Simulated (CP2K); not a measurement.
# Ga under changes of volume

One of the cells (18.191 Å³/atom); the others are scaled copies at fixed shape and fractional positions:

```
Ga
1.0
     2.77842    0.00000    0.00000
     0.00000    3.28161    0.00000
    -1.34343    0.00000    3.99027
Ga
2
Cartesian
  -0.6607 2.4612 3.0732
  2.0957 0.8204 0.9171
```

This isn't the form of Ga at room conditions, which is orthorhombic.

```yaml
Program: CP2K 2026.2
Functional: PBE
Potentials_or_basis: POTENTIAL_UZH Ga GTH-PBE-q13; TZVP-MOLOPT-PBE-GTH basis
Density_cutoff: 6123 eV
k_mesh: 10 × 8 × 7
Occupations: fermi-dirac, width 0.05 eV
Spin: no spin polarisation
```

| volume (Å³/atom) | energy over the lowest point (meV/atom) | pressure (GPa) | largest force (eV/Å) |
| --- | --- | --- | --- |
| 17.100 | ? | ? | ? |
| 17.463 | 37.20 | 6.8 | 0.358 |
| 17.827 | 23.32 | 5.3 | 0.352 |
| 18.191 | 12.67 | 4.0 | 0.345 |
| 18.555 | 9.72 | 2.7 | 0.208 |
| 18.919 | 4.86 | 1.6 | 0.228 |
| 19.283 | 0.00 | 0.6 | 0.132 |

**Question.** What does the run at 17.100 Å³/atom give?

**Answer.** Energy over the lowest point 54.70 meV/atom; pressure 8.5 GPa; largest force 0.363 eV/Å.

Worked out: A Birch-Murnaghan fit of order 3 (a polynomial in V^(-2/3)) to the other rows has no minimum within the range. It gives 62.28 meV/atom at 17.100 Å³/atom, against the run's 54.70, and -dE/dV = 13.8 GPa, against 8.5.

Energies are extrapolated to zero smearing.

Caveats: the basis of atomic orbitals isn't converged, which shifts pressures, moduli and gaps.
